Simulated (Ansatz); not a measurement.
## Phonons of AgBr

The computed numbers are results of r²SCAN, scalar-relativistic (no spin polarisation) in the plane-wave PAW code Ansatz at 500 eV, Gaussian smearing of 0.05 eV; PAW files: Ansatz's generated set soft_2.

```
Ag Br
1.0
     0.00000    2.89217    2.89217
     2.89217    0.00000    2.89217
     2.89217    2.89217    0.00000
Ag Br
1 1
Direct
  0.50000 0.50000 0.50000
  0.00000 0.00000 0.00000
```

The chain of runs began from a cell as deposited in COD, expanded in volume.

Force constants come from finite displacements in a 2×2×2 supercell (the unit cell's 8×8×8 k-mesh, folded to it); the long-range dipole term is included. Points in reciprocal vectors of this cell: Γ = (0.000, 0.000, 0.000), X = (0.500, 0.000, 0.500), U = (0.625, 0.250, 0.625), K = (0.375, 0.375, 0.750), L = (0.500, 0.500, 0.500), W = (0.500, 0.250, 0.750).

Frequencies at the named points (cm⁻¹, imaginary ones negative):
| point | ω (cm⁻¹) |
| --- | --- |
| Γ | 0 0 0 83 83 127 |
| X | 30 30 45 106 106 129 |
| U | 32 43 60 93 111 120 |
| K | 32 43 60 93 111 120 |
| L | 44 44 62 62 93 130 |
| W | 40 40 65 90 116 116 |

Is the structure dynamically stable along this path, and where does the spectrum end?

Yes: no branch is imaginary beyond numerical noise. The highest frequency is 130 cm⁻¹, at L. Points that don't fit the supercell are interpolated.

What does the harmonic approximation give for the vibrational free energy, entropy and heat capacity?

Zero-point energy 13.6 meV/atom.
| T (K) | F_vib (meV/atom) | S (J/K per mole of atoms) | C_V (J/K per mole of atoms) |
| --- | --- | --- | --- |
| 100 | -0.2 | 27.8 | 22.4 |
| 200 | -38.3 | 44.1 | 24.3 |
| 300 | -89.5 | 54.0 | 24.6 |
| 400 | -149.3 | 61.1 | 24.8 |
| 500 | -215.6 | 66.7 | 24.8 |
| 600 | -287.1 | 71.2 | 24.9 |
| 700 | -362.9 | 75.0 | 24.9 |
| 800 | -442.5 | 78.3 | 24.9 |
| 900 | -525.2 | 81.3 | 24.9 |
| 1000 | -610.8 | 83.9 | 24.9 |

The highest mode, 130 cm⁻¹, is worth 190 K. At 300 K the heat capacity has reached 99 % of the classical limit 3R = 24.9 J/K per mole of atoms, since all modes lie under k_BT.

Cost: 77 s on 4 threads of Arm Neoverse V2 (shared host), peak memory 2.9 GiB.

